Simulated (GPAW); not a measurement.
## Does VGa15N16 (GaN32 V1) carry moments in GPAW?

Wanted: the moments of VGa15N16 (GaN32 V1) and the energy gained by spin polarisation.

Program: GPAW 26.7.0. Level of theory: PBE; plane waves with GPAW's PAW setups, scalar-relativistic. Results are calculated unless marked as measured.

## 1. The starting structure

Symmetry: P3m1, No. 156, trigonal system. Conventional cell: a = 6.378 Å, b = 6.378 Å, c = 10.370 Å, α = 90.00°, β = 90.00°, γ = 120.00°. Nearest to V lie 4 N at 1.95 Å. N has 1 V at 1.95 Å and 3 Ga at 1.95 Å nearest. Nearest to Ga lie 4 N at 1.95 Å. Nearest to N lie 4 Ga at 1.95 Å. Nearest to N lie 4 Ga at 1.95 Å. substitutional dopants on the host's lattice, its constants typed without a cited source, atoms not relaxed. Farther neighbours and most contacts between anions are not listed.

The cell is a made-up one and need not be a known phase.

## 2. Start 1: ferro +

Parallel moments need no larger cell; this start tests for a ferromagnetic state only.

The input, order1.py:

```python
import json
import numpy as np
from ase import Atoms
from ase.parallel import paropen, parprint
from gpaw import GPAW

atoms = Atoms(['V', 'N', 'Ga', 'N', 'Ga', 'N', 'Ga', 'N', 'Ga', 'N', 'Ga', 'N', 'Ga', 'N', 'Ga', 'N', 'Ga', 'N', 'Ga', 'N', 'Ga', 'N', 'Ga', 'N', 'Ga', 'N', 'Ga', 'N', 'Ga', 'N', 'Ga', 'N'],
    cell=[[6.378, 0.0, 0.0],
         [-3.189, 5.52351, 0.0],
         [0.0, 0.0, 10.37]],
    scaled_positions=[[0.0, 0.0, 0.0],
         [0.166667, 0.333333, 0.0615],
         [0.166667, 0.333333, 0.25],
         [0.0, 0.0, 0.3115],
         [0.0, 0.0, 0.5],
         [0.166667, 0.333333, 0.5615],
         [0.166667, 0.333333, 0.75],
         [0.0, 0.0, 0.8115],
         [0.0, 0.5, 0.0],
         [0.166667, 0.833333, 0.0615],
         [0.166667, 0.833333, 0.25],
         [0.0, 0.5, 0.3115],
         [0.0, 0.5, 0.5],
         [0.166667, 0.833333, 0.5615],
         [0.166667, 0.833333, 0.75],
         [0.0, 0.5, 0.8115],
         [0.5, 0.0, 0.0],
         [0.666667, 0.333333, 0.0615],
         [0.666667, 0.333333, 0.25],
         [0.5, 0.0, 0.3115],
         [0.5, 0.0, 0.5],
         [0.666667, 0.333333, 0.5615],
         [0.666667, 0.333333, 0.75],
         [0.5, 0.0, 0.8115],
         [0.5, 0.5, 0.0],
         [0.666667, 0.833333, 0.0615],
         [0.666667, 0.833333, 0.25],
         [0.5, 0.5, 0.3115],
         [0.5, 0.5, 0.5],
         [0.666667, 0.833333, 0.5615],
         [0.666667, 0.833333, 0.75],
         [0.5, 0.5, 0.8115]],
    pbc=True,
    magmoms=[2.0, 0.0, 0.0, 0.0, 0.0, 0.0, 0.0, 0.0, 0.0, 0.0, 0.0, 0.0, 0.0, 0.0, 0.0, 0.0, 0.0, 0.0, 0.0, 0.0, 0.0, 0.0, 0.0, 0.0, 0.0, 0.0, 0.0, 0.0, 0.0, 0.0, 0.0, 0.0])
atoms.calc = GPAW(mode={'name': 'pw', 'ecut': 600},
    xc='PBE',
    kpts={'size': (5, 5, 3), 'gamma': True},
    occupations={'name': 'fermi-dirac', 'width': 0.05},
    convergence={'density': 1e-05, 'energy': 1e-05},
    maxiter=200,
    mixer={'name': 'pulay', 'beta': 0.05, 'nmaxold': 6, 'weight': 50},
    symmetry={'tolerance': 1e-4},
    txt='order1.txt')
e = atoms.get_potential_energy(force_consistent=True)
res = {'free_energy': e, 'energy_sigma0': atoms.get_potential_energy(), 'fermi_energy': atoms.calc.get_fermi_level()}
res['moments'] = atoms.get_magnetic_moments().tolist()
res['total'] = atoms.get_magnetic_moment()
parprint('site moments (muB):', np.round(res['moments'], 3))
parprint(f"total moment: {res['total']:.3f} muB")
parprint(f'free energy: {e:.6f} eV')
atoms.calc.write('order1.gpw')
with paropen('results.json', 'w') as f:
    json.dump(res, f)
```

Started as:

```bash
OMP_NUM_THREADS=1 mpirun -n 4 gpaw python order1.py > order1.log
```

The log of the run:

```text
site moments (muB): [ 1.67e+00 -1.00e-02  7.00e-03  0.00e+00  0.00e+00  1.00e-03  6.00e-03
 -6.00e-03  1.60e-02 -1.00e-02  7.00e-03  1.00e-03  1.00e-03  1.00e-03
  6.00e-03  1.00e-03  1.60e-02  1.00e-03  0.00e+00  1.00e-03  1.00e-03
  0.00e+00  1.00e-03  1.00e-03  1.60e-02 -1.00e-02  7.00e-03  1.00e-03
  1.00e-03  1.00e-03  6.00e-03  1.00e-03]
total moment: 1.973 muB
free energy: -196.044861 eV

--- order1.txt ---
Input parameters:
  mode=PW(ecut=600),
  convergence={'density': 1e-05, 'energy': 1e-05},
  kpts=MonkhorstPack(size=(5, 5, 3), gamma=True),
  maxiter=200,
  mixer=Pulay(name='pulay', nmaxold=6, beta=0.05, weight=50, sigma=0.015, g_ss=None),
  occupations=Occupations(name='fermi-dirac', width=0.05),
  symmetry=Symmetry(tolerance=0.0001),
  xc=XC(name='PBE')

Diagonalizing LCAO Hamiltonian
Converting LCAO to pw mode

          Ga      Ga
         N       N
           NGa     NGa
          N       N
            N       N
         Ga      Ga
           Ga      Ga
         NGa     NGa
            Ga      Ga
          NN      NN

         Ga N    Ga N
           V       Ga

Atoms  # Å, Bohr magnetons
|    | symbol |         x |        y |        z |    initial magnetic moments |
|----|--------|-----------|----------|----------|-----------------------------|
|  0 |      V |  0.000000 | 0.000000 | 0.000000 | ( 0.0000,  0.0000,  2.0000) |
|  1 |      N |  0.000003 | 1.841168 | 0.637755 | ( 0.0000,  0.0000,  0.0000) |
|  2 |     Ga |  0.000003 | 1.841168 | 2.592500 | ( 0.0000,  0.0000,  0.0000) |
|  3 |      N |  0.000000 | 0.000000 | 3.230255 | ( 0.0000,  0.0000,  0.0000) |
|  4 |     Ga |  0.000000 | 0.000000 | 5.185000 | ( 0.0000,  0.0000,  0.0000) |
|  5 |      N |  0.000003 | 1.841168 | 5.822755 | ( 0.0000,  0.0000,  0.0000) |
|  6 |     Ga |  0.000003 | 1.841168 | 7.777500 | ( 0.0000,  0.0000,  0.0000) |
|  7 |      N |  0.000000 | 0.000000 | 8.415255 | ( 0.0000,  0.0000,  0.0000) |
|  8 |     Ga | -1.594500 | 2.761755 | 0.000000 | ( 0.0000,  0.0000,  0.0000) |
|  9 |      N | -1.594497 | 4.602923 | 0.637755 | ( 0.0000,  0.0000,  0.0000) |
| 10 |     Ga | -1.594497 | 4.602923 | 2.592500 | ( 0.0000,  0.0000,  0.0000) |
| 11 |      N | -1.594500 | 2.761755 | 3.230255 | ( 0.0000,  0.0000,  0.0000) |
| 12 |     Ga | -1.594500 | 2.761755 | 5.185000 | ( 0.0000,  0.0000,  0.0000) |
| 13 |      N | -1.594497 | 4.602923 | 5.822755 | ( 0.0000,  0.0000,  0.0000) |
| 14 |     Ga | -1.594497 | 4.602923 | 7.777500 | ( 0.0000,  0.0000,  0.0000) |
| 15 |      N | -1.594500 | 2.761755 | 8.415255 | ( 0.0000,  0.0000,  0.0000) |
| 16 |     Ga |  3.189000 | 0.000000 | 0.000000 | ( 0.0000,  0.0000,  0.0000) |
| 17 |      N |  3.189003 | 1.841168 | 0.637755 | ( 0.0000,  0.0000,  0.0000) |
| 18 |     Ga |  3.189003 | 1.841168 | 2.592500 | ( 0.0000,  0.0000,  0.0000) |
| 19 |      N |  3.189000 | 0.000000 | 3.230255 | ( 0.0000,  0.0000,  0.0000) |
| 20 |     Ga |  3.189000 | 0.000000 | 5.185000 | ( 0.0000,  0.0000,  0.0000) |
| 21 |      N |  3.189003 | 1.841168 | 5.822755 | ( 0.0000,  0.0000,  0.0000) |
| 22 |     Ga |  3.189003 | 1.841168 | 7.777500 | ( 0.0000,  0.0000,  0.0000) |
| 23 |      N |  3.189000 | 0.000000 | 8.415255 | ( 0.0000,  0.0000,  0.0000) |
| 24 |     Ga |  1.594500 | 2.761755 | 0.000000 | ( 0.0000,  0.0000,  0.0000) |
| 25 |      N |  1.594503 | 4.602923 | 0.637755 | ( 0.0000,  0.0000,  0.0000) |
| 26 |     Ga |  1.594503 | 4.602923 | 2.592500 | ( 0.0000,  0.0000,  0.0000) |
| 27 |      N |  1.594500 | 2.761755 | 3.230255 | ( 0.0000,  0.0000,  0.0000) |
| 28 |     Ga |  1.594500 | 2.761755 | 5.185000 | ( 0.0000,  0.0000,  0.0000) |
| 29 |      N |  1.594503 | 4.602923 | 5.822755 | ( 0.0000,  0.0000,  0.0000) |
| 30 |     Ga |  1.594503 | 4.602923 | 7.777500 | ( 0.0000,  0.0000,  0.0000) |
| 31 |      N |  1.594500 | 2.761755 | 8.415255 | ( 0.0000,  0.0000,  0.0000) |

Unit cell  # Å
| periodic |         x |        y |         z |   lengths |     angles |
|----------|-----------|----------|-----------|-----------|------------|
|      yes |  6.378000 | 0.000000 |  0.000000 |  6.378000 |  90.000000 |
|      yes | -3.189000 | 5.523510 |  0.000000 |  6.378000 |  90.000000 |
|      yes |  0.000000 | 0.000000 | 10.370000 | 10.370000 | 120.000000 |

Number of symmetries: 6

BZ-sampling:
  Number of BZ points: 75
  Number of IBZ points: 12

  Monkhorst-Pack size: [5, 5, 3]
  Monkhorst-Pack shift: [0, 0, 0]

K-points  # in reciprocal-cell coordinates
|     |                                coordinates |     weight |
|-----|--------------------------------------------|------------|
|   0 | (  0.00000000,   0.00000000,   0.00000000) | 0.01333333 |
|   1 | (  0.00000000,   0.00000000,   0.33333333) | 0.02666667 |
|   2 | (  0.20000000,   0.00000000,  -0.33333333) | 0.08000000 |
|   3 | (  0.20000000,   0.00000000,   0.00000000) | 0.08000000 |
|   4 | (  0.20000000,   0.00000000,   0.33333333) | 0.08000000 |
|   5 | (  0.40000000,  -0.20000000,   0.00000000) | 0.08000000 |
|   6 | (  0.40000000,  -0.20000000,   0.33333333) | 0.16000000 |
|   7 | (  0.40000000,   0.00000000,  -0.33333333) | 0.08000000 |
|   8 | (  0.40000000,   0.00000000,   0.00000000) | 0.08000000 |
|   9 | (  0.40000000,   0.00000000,   0.33333333) | 0.08000000 |
| ... |                                            |            |
|  11 | (  0.40000000,   0.40000000,   0.33333333) | 0.16000000 |

Plane wave coefficients: 12263
Cutoff: 600.0 eV

Spin-components: 2 (collinear spins)
Bands:           88
Projectors:      161
Spin-degeneracy: 1
Datatype:        complex128

Parallelization:
  kpt:    4
  domain: 1
  band:   1

Density:
  Valence electrons: 138.0
  Components: 2
  Grid points: [40 40 60]
  Charge: 0.0  # |e|

Potential:
  Grid points: [40 40 60]

species:
  V:
    name:    Vanadium
    Z:       23.0
    valence: 13
    core:    10
    charge:  0.0  # [|e|]
    compensation charges:
      type: gauss
      rc: 0.37  # [Å]
      lmax: 2
    cutoffs:
      filter: 2.14  # [Å]
      core: 0.96  # [Å]
    projectors
    | kind |    occ | energy [eV] | rcut [Å] |
    |------|--------|-------------|----------|
    |   3s |  2.000 |     -70.222 |    1.254 |
    |   4s |  2.000 |      -4.702 |    1.254 |
    |   3p |  6.000 |     -44.043 |    1.281 |
    |   4p |  0.000 |      -1.444 |    1.281 |
    |   3d |  3.000 |      -5.164 |    1.169 |
    |    d |        |      22.047 |    1.169 |

    Using partial waves for V as LCAO basis

  N:
    name:    Nitrogen
    Z:       7.0
    valence: 5
    core:    2
    charge:  0.0  # [|e|]
    compensation charges:
      type: gauss
      rc: 0.18  # [Å]
      lmax: 2
    cutoffs:
      filter: 1.11  # [Å]
      core: 0.96  # [Å]
    projectors
    | kind |    occ | energy [eV] | rcut [Å] |
    |------|--------|-------------|----------|
    |   2s |  2.000 |     -18.583 |    0.603 |
    |   2p |  3.000 |      -7.089 |    0.529 |
    |    s |        |       8.629 |    0.603 |
    |    p |        |      20.123 |    0.529 |
    |    d |        |       0.000 |    0.577 |

    Using partial waves for N as LCAO basis

  Ga:
    name:    Gallium
    Z:       31.0
    valence: 3
    core:    28
    charge:  0.0  # [|e|]
    compensation charges:
      type: gauss
      rc: 0.37  # [Å]
      lmax: 2
    cutoffs:
      filter: 2.06  # [Å]
      core: 4.17  # [Å]
    projectors
    | kind |    occ | energy [eV] | rcut [Å] |
    |------|--------|-------------|----------|
    |   4s |  2.000 |      -8.945 |    1.164 |
    |   4p |  1.000 |      -2.580 |    1.164 |
    |    s |        |      18.266 |    1.164 |
    |    p |        |      24.631 |    1.164 |
    |    d |        |       0.000 |    1.164 |

    Using partial waves for Ga as LCAO basis

Reference energy: -842798.112564  # eV

eigensolver:
  PPCG
  Converge bands: occupied
  niter=2

density mixing:
  Pulay-Mixer
  Linear mixing parameters: 0.05
  Old densities: 6
  Fourier metric: weight=50, sigma=0.015

occupation numbers:
  Fermi-Dirac:
    width: 0.0500  # eV

poisson solver:
  ecut: 4800.0  # eV

xc functional:
  name: PBE with 2 nearest neighbor stencil

convergence criteria:
- Maximum integral of absolute [dens]ity change: 1e-05 electrons / valence electron
- Maximum [total energy] change in last 3 cyles: 1e-05 eV / valence electron
- Maximum integral of absolute [eigenst]ate change: 4e-08 eV^2 / valence electron
maximum number of iterations: 200

SCF iterations
|iter     |      energy | eigst |  dens |  magmom |
|---------|-------------|-------|-------|---------|
|iter:   1|       0s | -224.231374 | +0.14 |       |  +2.0037|
|iter:   2|      16s | -216.629146 | -0.98 | -0.59 |  +1.9977|
|iter:   3|      31s | -195.910620 | +0.31 | -0.64 |  +1.9867|
|iter:   4|      46s | -196.119350 | -1.00 | -1.11 |  +1.9887|
|iter:   5|      62s | -196.023709 | -1.54 | -1.17 |  +1.9876|
|iter:   6|      77s | -196.075345 | -1.94 | -1.24 |  +1.9726|
|iter:   7|      92s | -196.047958 | -2.43 | -1.59 |  +1.9667|
|iter:   8|     107s | -196.126187 | -1.72 | -2.11 |  +1.9683|
|iter:   9|     122s | -196.043477 | -2.39 | -1.91 |  +1.9675|
|iter:  10|     138s | -196.044804 | -3.33 | -2.40 |  +1.9683|
[... 12 iterations left out ...]
|iter:  23|     338s | -196.041832c| -7.75c| -3.99 |  +1.9730|
|iter:  24|     353s | -196.041838c| -6.99 | -4.10 |  +1.9730|
|iter:  25|     361s | -196.041839c| -7.69c| -4.45 |  +1.9730|
|iter:  26|     369s | -196.041839c| -7.55c| -4.54 |  +1.9731|
|iter:  27|     376s | -196.041840c| -7.68c| -4.63 |  +1.9731|
|iter:  28|     384s | -196.041840c| -7.55c| -4.76 |  +1.9731|
|iter:  29|     392s | -196.041840c| -7.65c| -4.87 |  +1.9731|
|iter:  30|     400s | -196.041840c| -8.27c| -4.92 |  +1.9731|
|iter:  31|     407s | -196.041840c| -8.25c| -4.97 |  +1.9731|
|iter:  32|     415s | -196.041840c| -8.64c| -5.01c|  +1.9731|

Converged in 32 steps
Energy contributions relative to reference atoms: (reference = -842798.112564)

Energy contributions:
  Kinetic:         514.710537
  Coulomb:        -448.079998
  Zero:              0.936356
  External:          0.000000
  Xc:             -263.605714
  Entropy:          -0.006043
  Spinorbit:         0.000000
  ----------------------------
  Free energy:    -196.044861
  Extrapolated:   -196.041840

dipole moment: (-79.869022, -100.452008, -115.143521)  # |e|*Ang

Total magnetic moment: (0.000000, 0.000000, 1.973082)

Local magnetic moments
|        x |        y |         z |
|----------|----------|-----------|
| 0.000000 | 0.000000 |  1.669583 |  # V    0
| 0.000000 | 0.000000 | -0.009818 |  # N    1
| 0.000000 | 0.000000 |  0.007036 |  # Ga   2
| 0.000000 | 0.000000 |  0.000278 |  # N    3
| 0.000000 | 0.000000 |  0.000134 |  # Ga   4
| 0.000000 | 0.000000 |  0.001092 |  # N    5
| 0.000000 | 0.000000 |  0.006341 |  # Ga   6
| 0.000000 | 0.000000 | -0.005826 |  # N    7
| 0.000000 | 0.000000 |  0.016424 |  # Ga   8
| 0.000000 | 0.000000 | -0.009818 |  # N    9
| 0.000000 | 0.000000 |  0.007036 |  # Ga  10
| 0.000000 | 0.000000 |  0.001183 |  # N   11
| 0.000000 | 0.000000 |  0.000850 |  # Ga  12
| 0.000000 | 0.000000 |  0.001092 |  # N   13
| 0.000000 | 0.000000 |  0.006341 |  # Ga  14
| 0.000000 | 0.000000 |  0.001374 |  # N   15
[...]
| 0.000000 | 0.000000 |  0.000640 |  # Ga  22
| 0.000000 | 0.000000 |  0.001374 |  # N   23
| 0.000000 | 0.000000 |  0.016424 |  # Ga  24
| 0.000000 | 0.000000 | -0.009818 |  # N   25
| 0.000000 | 0.000000 |  0.007036 |  # Ga  26
| 0.000000 | 0.000000 |  0.001183 |  # N   27
| 0.000000 | 0.000000 |  0.000850 |  # Ga  28
| 0.000000 | 0.000000 |  0.001092 |  # N   29
| 0.000000 | 0.000000 |  0.006341 |  # Ga  30
| 0.000000 | 0.000000 |  0.001374 |  # N   31

Fermi level: 8.881
Eigenvalues  # (at kpt = [0.000, 0.000, 0.000])
| band index |      eig [eV] | occ [0-1] |      eig [eV] | occ [0-1] |
|------------|---------------|-----------|---------------|-----------|
|          0 |       -56.416 |     1.000 |       -54.703 |     1.000 |
|        ... |               |           |               |           |
|         62 |         5.712 |     1.000 |         5.734 |     1.000 |
|         63 |         5.926 |     1.000 |         5.944 |     1.000 |
|         64 |         5.926 |     1.000 |         5.944 |     1.000 |
|         65 |         6.212 |     1.000 |         6.248 |     1.000 |
|         66 |         6.359 |     1.000 |         6.370 |     1.000 |
|         67 |         6.359 |     1.000 |         6.370 |     1.000 |
|         68 |         8.457 |     1.000 |         8.577 |     0.998 |
|         69 |         8.458 |     1.000 |        10.314 |     0.000 |
|         70 |         8.554 |     0.999 |        10.338 |     0.000 |
|         71 |         9.872 |     0.000 |        10.338 |     0.000 |
|         72 |        10.096 |     0.000 |        10.492 |     0.000 |
|         73 |        10.098 |     0.000 |        10.493 |     0.000 |
|         74 |        10.796 |     0.000 |        10.802 |     0.000 |
|         75 |        10.842 |     0.000 |        10.862 |     0.000 |
|         76 |        10.880 |     0.000 |        10.919 |     0.000 |
|         77 |        10.929 |     0.000 |        10.946 |     0.000 |
|        ... |               |           |               |           |
|         87 |        12.380 |     0.000 |        12.492 |     0.000 |

No gap
No difference between direct/indirect transitions
```

Run time: 7.4 min. Hardware: 4 MPI ranks of Arm Neoverse V2, shared host; peak memory 2.3 GiB.

Spin moment in the augmentation sphere by element, in μB:

```tsv
element	atoms	mean	spread (r.m.s.)	least	largest
V	1	1.67	0.00	1.67	1.67
N	16	0.00	0.00	-0.01	0.00
Ga	15	0.01	0.01	0.00	0.02
```

The atoms farthest from the mean of their element:

```tsv
atom	x, y, z (Å)	spin moment in the augmentation sphere (μB)
Ga25	1.59, 2.76, 0.00	0.02
Ga9	-1.59, 2.76, 0.00	0.02
Ga17	3.19, 0.00, 0.00	0.02
N2	0.00, 1.84, 0.64	-0.01
N26	1.59, 4.60, 0.64	-0.01
N10	-1.59, 4.60, 0.64	-0.01
Ga5	0.00, 0.00, 5.18	0.00
Ga19	3.19, 1.84, 2.59	0.00
```

This step gave:

| Item | Value |
| --- | --- |
| magnetization | 1.973 μB |
| final state | ferromagnetic |

After 32 cycles the largest moment stands at 1.67 μB.

(Part 1 of 2 ends here.)

[Logs and program files are shortened in this print: banners, set-up blocks, solver, clock and traceback lines can be left out without a mark of their own.]

[Logs are printed without paths, hosts, clocks, repeated set-up lines and the standing remarks that a program may print on its own settings, such as how far it seeks lower states.]

[Hosts, paths, dates, database ids (printed as entryN), source tags and the programs' standing remarks are cut or masked in the printed files.]

[Where a cell is said to come from a database of computed structures, the database is the Materials Project.]
